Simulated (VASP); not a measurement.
# BP (F-43m) in VASP: further runs

One crystal, BP, is run at these levels: LDA; tasks: phonons, dielectric tensor.

Program: VASP 6.6.1. These are calculated values, not measurements. Logs are shortened: lines on timing, memory, paths and dates and some standing lists are left out, and cuts for length are marked.

## 1. The crystal as given

Symmetry: F-43m, No. 216, cubic system. Conventional cell: a = 4.490 Å, b = 4.490 Å, c = 4.490 Å, α = 90.00°, β = 90.00°, γ = 90.00°. B (site symmetry -43m) has 4 P at 1.94 Å as nearest neighbours. Around P (site symmetry -43m) lie 4 B at 1.94 Å.

## 2. Phonons, LDA

POSCAR

```
BP
1.0
    0.0000000000      2.2448630182      2.2448630182
    2.2448630182      0.0000000000      2.2448630182
    2.2448630182      2.2448630182      0.0000000000
  B               P
     1     1
Direct
     0.0000000000000000    0.0000000000000000    0.0000000000000000
     0.2500000000000000    0.2500000000000000    0.2500000000000000
```

INCAR.step1

```
PREC = Accurate
ENCUT = 600
EDIFF = 1E-8
ISMEAR = 0
SIGMA = 0.03
LREAL = F
LASPH = T
NELM = 80
ALGO = Normal
ISIF = 3
LWAVE = F
LCHARG = F
IBRION = 2
NSW = 40
EDIFFG = -0.002
```

INCAR.step2

```
PREC = Accurate
ENCUT = 600
EDIFF = 1E-8
ISMEAR = 0
SIGMA = 0.03
LREAL = F
LASPH = T
NELM = 80
ALGO = Normal
ISIF = 2
LWAVE = F
LCHARG = F
IBRION = 6
NFREE = 2
POTIM = 0.015
NSW = 1
```

KPOINTS

```
regular mesh
0
Gamma
  10 10 10
```

Potentials or basis: VASP PAW LDA potentials, release 64 (B, P).

Run with:

```
cat potpaw_LDA.64/B/POTCAR potpaw_LDA.64/P/POTCAR > POTCAR
cp INCAR.step1 INCAR
mpirun -np 1 vasp_std > vasp.out
cp CONTCAR POSCAR
cp INCAR.step2 INCAR
mpirun -np 1 vasp_std > vasp.out
```

OUTCAR:

```text
PREC = Accurate
   ENCUT = 600
   EDIFF = 1E-8
   ISMEAR = 0
   LREAL = F
   LASPH = T
   NELM = 80
   ISIF = 2
   IBRION = 6
   NFREE = 2
   POTIM = 0.015
   NSW = 1

 ion  position               nearest neighbor table
   1  0.000  0.000  0.000-   2 1.94   2 1.94   2 1.94   2 1.94
   2  0.250  0.250  0.250-   1 1.94   1 1.94   1 1.94   1 1.94

  LATTYP: Found a face centered cubic cell.
 ALAT       =     4.4897260364

  Lattice vectors:

 A1 = (   0.0000000000,   2.2448630182,   2.2448630182)
 A2 = (   2.2448630182,   0.0000000000,   2.2448630182)
 A3 = (   2.2448630182,   2.2448630182,   0.0000000000)

Analysis of symmetry for initial positions (statically):
=====================================================================
 Subroutine PRICEL returns:
 Original cell was already a primitive cell.

 Routine SETGRP: Setting up the symmetry group for a
 face centered cubic supercell.

 Subroutine GETGRP returns: Found 24 space group operations
 (whereof 24 operations were pure point group operations)
 out of a pool of 48 trial point group operations.

The static configuration has the point symmetry T_d .

Analysis of symmetry for dynamics (positions and initial velocities):
=====================================================================
 Subroutine PRICEL returns:
 Original cell was already a primitive cell.

 Routine SETGRP: Setting up the symmetry group for a
 face centered cubic supercell.

 Subroutine GETGRP returns: Found 24 space group operations
 (whereof 24 operations were pure point group operations)
 out of a pool of 48 trial point group operations.

The dynamic configuration has the point symmetry T_d .

 Subroutine INISYM returns: Found 24 space group operations
 (whereof 24 operations are pure point group operations),
 and found     1 'primitive' translations

----------------------------------------------------------------------------------------

                                     Primitive cell

  volume of cell :      22.6256

  direct lattice vectors                    reciprocal lattice vectors
     0.000000000  2.244863018  2.244863018    -0.222730739  0.222730739  0.222730739
     2.244863018  0.000000000  2.244863018     0.222730739 -0.222730739  0.222730739
     2.244863018  2.244863018  0.000000000     0.222730739  0.222730739 -0.222730739

  length of vectors
     3.174715726  3.174715726  3.174715726     0.385780957  0.385780957  0.385780957

  position of ions in fractional coordinates (direct lattice)
     0.000000000  0.000000000  0.000000000
     0.250000000  0.250000000  0.250000000

  ion indices of the primitive-cell ions
   primitive index   ion index
                 1           1
                 2           2

----------------------------------------------------------------------------------------

 KPOINTS: regular mesh

Automatic generation of k-mesh.
 Grid dimensions read from file:
 generate k-points for:   10   10   10

 Generating k-lattice:

  Cartesian coordinates                     Fractional coordinates (reciprocal lattice)
    -0.022273074  0.022273074  0.022273074     0.100000000  0.000000000  0.000000000
     0.022273074 -0.022273074  0.022273074     0.000000000  0.100000000  0.000000000
     0.022273074  0.022273074 -0.022273074     0.000000000  0.000000000  0.100000000

  Length of vectors
     0.038578096  0.038578096  0.038578096

  Shift w.r.t. Gamma in fractional coordinates (k-lattice)
     0.000000000  0.000000000  0.000000000

 Subroutine IBZKPT returns following result:
 ===========================================

 Found     47 irreducible k-points:

 Following reciprocal coordinates:
            Coordinates               Weight
  0.000000  0.000000  0.000000      1.000000
  0.100000  0.000000  0.000000      8.000000
  0.200000  0.000000  0.000000      8.000000
  0.300000  0.000000  0.000000      8.000000
[... 52 lines left out ...]
   EMIN   =  10.00;   EMAX   =-10.00  energy-range for DOS
   EFERMI =   0.00;   METHOD = LEGACY
   ISMEAR =     0;   SIGMA  =   0.03  broadening in eV -4-tet -1-fermi 0-gaus
   EFERMI_NEDOS =   21; number of points for ismear=-14 and -15
   IALGO  =     38    algorithm
   IMIX   =      4    mixing-type and parameters
     AMIX     =   0.40;   BMIX     =  1.00
     AMIX_MAG =   1.60;   BMIX_MAG =  1.00
  volume/ion in A,a.u.               =      11.31        76.34
  Fermi-wavevector in a.u.,A,eV,Ry     =   1.157635  2.187613 18.233423  1.340119
  Thomas-Fermi vector in A             =   2.294245
   LORBIT       =      0    0 simple, 1 ext, 2 COOP (PROOUT), +10 PAW based schemes
   GGA     = CA    functional components
   LHFCALC =     F    Hartree Fock is set to
   AEXX    =    0.0000 exact exchange contribution
   IVDW    =     0    specifies the selected vdW correction
   LEPSILON=     F    determine dielectric tensor
   LRPA    =     F    only Hartree local field effects (RPA)
 finite differences with symmetry
 non-spin polarized calculation
 Gauss-broadening in eV      SIGMA  =   0.03
  energy-cutoff  :      600.00
  volume of cell :       22.63
 maximum number of plane-waves:       769
 NGX is ok and might be reduce to    28
   NGX = 13   NGY = 13   NGZ = 13

--------------------------------------- Ionic step        1  -------------------------------------------

 number of electron       8.0000001 magnetization

 Free energy of the ion-electron system (eV)
  ---------------------------------------------------
  ext. energy  EPLUGINS =         0.00000000
  ---------------------------------------------------
  free energy    TOTEN  =       -14.40103608 eV

  energy without entropy =      -14.40103608  energy(sigma->0) =      -14.40103608

------------------------ aborting loop because EDIFF is reached ----------------------------------------

  FORCE on cell =-STRESS in cart. coord.  units (eV):
  Direction    XX          YY          ZZ          XY          YZ          ZX
  --------------------------------------------------------------------------------------
  -------------------------------------------------------------------------------------
  Total       -0.0028892     -0.0028892     -0.0028892      0.0000000      0.0000000      0.0000000
  in kB       -0.2045901     -0.2045901     -0.2045901      0.0000000      0.0000000      0.0000000
  external PRESSURE =      -0.2045901 kB  Pullay stress =       0.0000000 kB
[... 131 lines left out ...]
--------------------------------------- Ionic step        5  -------------------------------------------

 number of electron       8.0000000 magnetization

 Free energy of the ion-electron system (eV)
  ---------------------------------------------------
  ext. energy  EPLUGINS =         0.00000000
  ---------------------------------------------------
  free energy    TOTEN  =       -14.39880890 eV

  energy without entropy =      -14.39880890  energy(sigma->0) =      -14.39880890

 E-fermi :   8.0613     XC(G=0): -11.2208

 val. band max:        7.9101808717   @ k =   0.0000   0.0000   0.0000
 cond. band min:       8.9410593523   @ k =   0.0000   0.4000   0.4000
 fundamental gap:      1.0308784807
 Fermi energy:         8.0613018489

 k-point     1 :       0.0000    0.0000    0.0000
  band No.  band energies     occupation
      1      -7.8830      2.00000
      2       7.6745      2.00000
      3       7.7935      2.00000
      4       7.9102      2.00000
      5      11.1441      0.00000
      6      11.2209      0.00000
      7      11.3008      0.00000
      8      15.6546      0.00000
[... 243 lines left out ...]
 k-point    24 :       0.4000    0.3000    0.0000
  band No.  band energies     occupation
      1      -4.8627      2.00000
      2       1.6085      2.00000
      3       3.6613      2.00000
      4       4.1851      2.00000
      5       9.5254      0.00000
      6      11.3290      0.00000
      7      17.4278      0.00000
      8      17.4500      0.00000

 [... further k-points ...]

------------------------ aborting loop because EDIFF is reached ----------------------------------------

  FORCE on cell =-STRESS in cart. coord.  units (eV):
  Direction    XX          YY          ZZ          XY          YZ          ZX
  --------------------------------------------------------------------------------------
  -------------------------------------------------------------------------------------
  Total       -0.0024242      0.0017637      0.0017637      0.0000000      0.1215277      0.0000000
  in kB       -0.1716655      0.1248933      0.1248933      0.0000000      8.6057002      0.0000000
  external PRESSURE =       0.0260403 kB  Pullay stress =       0.0000000 kB
[... 17 lines left out ...]
  FREE ENERGIE OF THE ION-ELECTRON SYSTEM (eV)
  ---------------------------------------------------
  free  energy   TOTEN  =       -14.3988089026 eV

  energy  without entropy=      -14.3988089026  energy(sigma->0) =      -14.39880890

 INTERNAL STRAIN TENSORS FROM DISPLACED ATOMS
 ============================================

 INTERNAL STRAIN TENSOR FOR ION    1 for displacements in x,y,z  (eV/Angst):
          X           Y           Z          XY          YZ          ZX
  --------------------------------------------------------------------------------
  x     0.00000     0.00000     0.00000     0.00000     8.11158     0.00000
  y     0.00000     0.00000     0.00000     0.00000     0.00000     8.11158
  z     0.00000     0.00000     0.00000     8.11158     0.00000     0.00000

 INTERNAL STRAIN TENSOR FOR ION    2 for displacements in x,y,z  (eV/Angst):
          X           Y           Z          XY          YZ          ZX
  --------------------------------------------------------------------------------
  x     0.00000     0.00000     0.00000     0.00000    -8.10412     0.00000
  y     0.00000    -0.00000     0.00000     0.00000     0.00000    -8.10412
  z     0.00000     0.00000     0.00000    -8.10412     0.00000     0.00000

 Eigenvectors and eigenvalues of the dynamical matrix
 ----------------------------------------------------

   1 f  =   24.567276 THz   154.360751 2PiTHz  819.476136 cm-1   101.602046 meV
             X         Y         Z           dx          dy          dz
      0.000000  0.000000  0.000000    -0.860969    0.000000    0.000000
      1.122432  1.122432  1.122432     0.508658    0.000000    0.000000
[... 21 lines left out ...]
   6 f/i=    0.000093 THz     0.000585 2PiTHz    0.003106 cm-1     0.000385 meV
             X         Y         Z           dx          dy          dz
      0.000000  0.000000  0.000000     0.000000    0.000000   -0.508658
      1.122432  1.122432  1.122432     0.000000    0.000000   -0.860969

 ELASTIC MODULI CONTR FROM IONIC RELAXATION (kBar)
 Direction    XX          YY          ZZ          XY          YZ          ZX
 --------------------------------------------------------------------------------
 XX          -0.0000      0.0000     -0.0000      0.0000      0.0000      0.0000
 YY           0.0000     -0.0000     -0.0000      0.0000      0.0000     -0.0000
 ZZ          -0.0000     -0.0000     -0.0000      0.0000      0.0000      0.0000
 XY           0.0000      0.0000      0.0000   -235.2153      0.0000      0.0000
 YZ           0.0000      0.0000      0.0000      0.0000   -235.2153      0.0000
 ZX           0.0000     -0.0000      0.0000      0.0000      0.0000   -235.2153
 --------------------------------------------------------------------------------
```

It took 69 s on 1 thread of Intel Xeon 6975P-C (Granite Rapids), shared host; peak memory 0.18 GiB.

What came out:

| Item | Value |
| --- | --- |
| Highest phonon frequency at Γ, LO-TO splitting left out | 819 cm⁻¹ |

Phonon frequencies in cm⁻¹ (negative: imaginary):
```tsv
q point	frequencies
(0.000, 0.000, 0.000)	0 0 0 819 819 819
```

## 3. Dielectric tensor, LDA

INCAR

```
PREC = Accurate
ENCUT = 600
EDIFF = 1E-8
ISMEAR = 0
SIGMA = 0.03
LREAL = F
LASPH = T
NELM = 80
ALGO = Normal
ISIF = 2
LWAVE = F
LCHARG = F
LEPSILON = T
```

KPOINTS

```
regular mesh
0
Monkhorst-Pack
  16 16 16
```

POSCAR: that of step 2 with these lines changed.

```diff
@@ -1,2 +1,2 @@
-BP
+BP                                      
 1.0
@@ -5,3 +5,3 @@
     2.2448630182      2.2448630182      0.0000000000
-  B               P
+  B               P             
      1     1
```

Potentials or basis: VASP PAW LDA potentials, release 64 (B, P).

Run with:

```
cat potpaw_LDA.64/B/POTCAR potpaw_LDA.64/P/POTCAR > POTCAR
mpirun -np 1 vasp_std > vasp.out
```

OUTCAR:

```text
PREC = Accurate
   ENCUT = 600
   EDIFF = 1E-8
   ISMEAR = 0
   LREAL = F
   LASPH = T
   NELM = 80
   ISIF = 2
   LEPSILON = T

 ion  position               nearest neighbor table
   1  0.000  0.000  0.000-   2 1.94   2 1.94   2 1.94   2 1.94
   2  0.250  0.250  0.250-   1 1.94   1 1.94   1 1.94   1 1.94

  LATTYP: Found a face centered cubic cell.
 ALAT       =     4.4897260364

  Lattice vectors:

 A1 = (   0.0000000000,   2.2448630182,   2.2448630182)
 A2 = (   2.2448630182,   0.0000000000,   2.2448630182)
 A3 = (   2.2448630182,   2.2448630182,   0.0000000000)

Analysis of symmetry for initial positions (statically):
=====================================================================
 Subroutine PRICEL returns:
 Original cell was already a primitive cell.

 Routine SETGRP: Setting up the symmetry group for a
 face centered cubic supercell.

 Subroutine GETGRP returns: Found 24 space group operations
 (whereof 24 operations were pure point group operations)
 out of a pool of 48 trial point group operations.

The static configuration has the point symmetry T_d .

[... 483 lines left out ...]
  ---------------------------------------------------
  free energy    TOTEN  =        -0.54085867 eV

  energy without entropy =       -0.54085867

------------------------ aborting loop because EDIFF is reached ----------------------------------------

 PIEZOELECTRIC TENSOR FIELD DIRECTION 3  (e Angst)
 -----------------------------------------------------------------------------
    -0.00087  0.24197  0.00000           ( -0.00000  0.07465  0.00000)
     0.24197 -0.00087  0.00000           (  0.07465 -0.00000  0.00000)
     0.00000  0.00000  0.00103           (  0.00000  0.00000 -0.00000)

 PIEZOELECTRIC TENSOR FIELD DIRECTION 3  (C/m^2)
 -----------------------------------------------------------------------------
    -0.00061  0.17135  0.00000
     0.17135 -0.00061  0.00000
     0.00000  0.00000  0.00073

 MACROSCOPIC STATIC DIELECTRIC TENSOR (including local field effects in DFT)
 ------------------------------------------------------
           9.191872     0.000000     0.000000
           0.000000     9.191872     0.000000
           0.000000    -0.000000     9.191872
 ------------------------------------------------------

 PIEZOELECTRIC TENSOR (including local field effects)  for field in x, y, z        (e  Angst)
          XX          YY          ZZ          XY          YZ          ZX
  --------------------------------------------------------------------------------
  x    -0.00000    -0.00000     0.00000     0.00000     0.24121     0.00000
  y    -0.00000    -0.00000     0.00000    -0.00000    -0.00000     0.24121
  z    -0.00000     0.00000     0.00000     0.24121     0.00000     0.00000

 PIEZOELECTRIC TENSOR (including local field effects)  for field in x, y, z        (C/m^2)
          XX          YY          ZZ          XY          YZ          ZX
  --------------------------------------------------------------------------------
  x    -0.00000    -0.00000     0.00000     0.00000     0.17081     0.00000
  y    -0.00000    -0.00000     0.00000    -0.00000    -0.00000     0.17081
  z    -0.00000     0.00000     0.00000     0.17081     0.00000     0.00000

 BORN EFFECTIVE CHARGES (including local field effects) (in |e|, cummulative output)
 ---------------------------------------------------------------------------------
 ion    1
    1    -0.62513    -0.00000     0.00000
    2     0.00000    -0.62513    -0.00000
    3     0.00000     0.00000    -0.62513
 ion    2
    1     0.62513     0.00000    -0.00000
    2     0.00000     0.62513     0.00000
    3    -0.00000    -0.00000     0.62513
```

OSZICAR:

```text
N       E                     dE             d eps       ncg     rms          rms(c)
DAV:   1     0.117701932990E+02    0.11770E+02   -0.44834E+03  6528   0.101E+03
DAV:   2    -0.149980093853E+02   -0.26768E+02   -0.25803E+02 10032   0.121E+02
DAV:   3    -0.153019268612E+02   -0.30392E+00   -0.30392E+00  7688   0.170E+01
[... 12 lines left out ...]
RMM:   5    -0.540709793702E+00   -0.40015E-02   -0.22326E-04 57323   0.124E-01    0.137E-02
RMM:   6    -0.540809189907E+00   -0.99396E-04   -0.29039E-06 59888   0.159E-02    0.735E-03
RMM:   7    -0.540845464977E+00   -0.36275E-04   -0.15963E-07 59747   0.350E-03    0.348E-04
RMM:   8    -0.540858449589E+00   -0.12985E-04   -0.41532E-09 62741   0.468E-04    0.167E-04
RMM:   9    -0.540858618998E+00   -0.16941E-06   -0.17225E-09 61000   0.242E-04    0.364E-05
RMM:  10    -0.540858668058E+00   -0.49061E-07   -0.17499E-09 34263   0.391E-05    0.924E-06
```

stdout:

```text
POSCAR found type information on POSCAR B P
 POSCAR found :  2 types and       2 ions
 scaLAPACK will be used
 LDA part: xc-table for (Slater(with rela. corr.)+CA(PZ))
 , standard interpolation
 -----------------------------------------------------------------------------
|                                                                             |
|           W    W    AA    RRRRR   N    N  II  N    N   GGGG   !!!           |
[... 38 lines left out ...]
  Direction:   1
 dielectric tensor                  component  1 :     9.192     0.189     0.000
 Linear response to external field, progress :
  Direction:   2
 dielectric tensor                  component  2 :     0.000     9.192    -0.190
 Linear response to external field, progress :
  Direction:   3
 dielectric tensor                  component  3 :     0.556    -0.001     9.192
 Born effective charges drift removed
```

Wall time 16 min (1 thread of Intel Xeon 6975P-C (Granite Rapids), shared host); peak memory 1.1 GiB.

Results:

```yaml
Electronic_dielectric_tensor_diagonal: 9.19
Born_charges_mean_of_the_diagonal: B -0.63; P +0.63 e
```

Electronic dielectric tensor:
```
9.19 0.00 0.00
0.00 9.19 0.00
0.00 0.00 9.19
```

Born effective charge tensors (e):
atom 1, B
```
-0.63  0.00  0.00
 0.00 -0.63  0.00
 0.00  0.00 -0.63
```
atom 2, P
```
0.63 0.00 0.00
0.00 0.63 0.00
0.00 0.00 0.63
```
